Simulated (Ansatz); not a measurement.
ZnS:

```
Zn S
1.0
     0.00000    2.70200    2.70200
     2.70200    0.00000    2.70200
     2.70200    2.70200    0.00000
Zn S
1 1
Direct
  0.75000 0.75000 0.75000
  0.00000 0.00000 0.00000
```

Base run:

```yaml
Program: Ansatz 0.2.0
Functional: RPBE
Potentials_or_basis: Ansatz PAW
Cutoff: "420 eV (not typed: the program's choice for these potentials)"
k_mesh: 9 × 9 × 9
Occupations: fermi-dirac, width 0.05 eV
Spin: no spin polarisation
```

Its results: band gap on the k mesh 2.28 eV, direct; pressure 4.2 GPa.

Problem. The run is repeated on the same cell with these changes: functional from RPBE to revPBE. What comes out?

Solution. Band gap on the k mesh 2.23 eV, direct; pressure 3.5 GPa.

Caveats: the PAW data sets come from PBE, with cores solved anew for the run's functional, which leaves a small shift of forces and pressure.
